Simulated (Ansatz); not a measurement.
**Response properties of CdSe (P6_3mc)**

The conventional cell has a = 4.301 Å, b = 4.301 Å, c = 7.023 Å, α = 90.00°, β = 90.00°, γ = 120.00°. Around Cd (atom 1) lie 4 Se at 2.63 to 2.64 Å. Se (atom 3) is surrounded by 4 Cd at 2.63 to 2.64 Å.

Ansatz runs use the cell relaxed by PAW under their functional.

Problem. What are its gap and electron mass? (PBEsol, all-electron LAPW in Ansatz 0.2.0, scalar-relativistic; a = 4.301, c = 7.023 Å; k mesh 6×6×4, fixed occupations, basis error target 1 meV/atom)

Solution. Kohn-Sham band edges (the gap between refined extrema, the direct gap on the fine mesh): gap = 0.54 eV, least direct gap = 0.54 eV, electron conductivity mass = 0.054 mₑ, ε∞ without local fields (PAW) = 8.36.

Problem. How stiff is it? (PBEsol, all-electron LAPW in Ansatz 0.2.0, scalar-relativistic; a = 4.301, c = 7.022 Å; k mesh 6×6×4, strains of ±0.005, fixed occupations, basis error target 0.5 meV/atom)

Solution. Elastic moduli (Hill averages, relaxed ions; θ_D from sound speeds over directions): B = 52.0 GPa, G = 15.0 GPa, C11 = 73.2 GPa, C33 = 82.4 GPa, C44 = 12.9 GPa, ν = 0.369, θ_D = 179 K.

Problem. How does it vibrate? (PBEsol, all-electron LAPW in Ansatz 0.2.0, scalar-relativistic; a = 4.301, c = 7.022 Å; k mesh 6×6×4, fixed occupations, basis error target 1 meV/atom; q mesh 1×1×1)

Solution. Harmonic phonons by finite displacements (no LO-TO term; negative means unstable): highest mode = 184 cm⁻¹, lowest optical at Γ = 32.8 cm⁻¹.

Problem. How does it screen a field? (PBEsol, PAW on Ansatz 0.2.0's default frozen-core files (fitted under PBE), scalar-relativistic; a = 4.301, c = 7.022 Å; k mesh 6×6×4, fixed occupations, cutoff 420 eV)

Solution. Dielectric response and Born charges by linear response (direction means): ε∞ = 7.89, largest |Z*| = 2.19 e, ε₀ = 11.1.

Problem. How much do local fields and the kernel change ε∞?

Solution. From 8.36 (independent particles) to 7.89 (linear response), -6 %. The two sums use different k meshes, so a part of a few per cent can be the mesh's.

Caveats: no spin-orbit coupling on heavy atoms (band edges); semilocal gaps are low, and light masses and ε∞ follow the gap (band edges); constants at zero field, no piezoelectric stiffening (moduli); zone-boundary modes aren't tested (phonons, field response); frozen-core PAW files fitted under PBE, their cores solved anew for the functional of the run (field response); field response not resolved by the mesh (field response); semilocal gaps are low, so ε∞ comes out large.
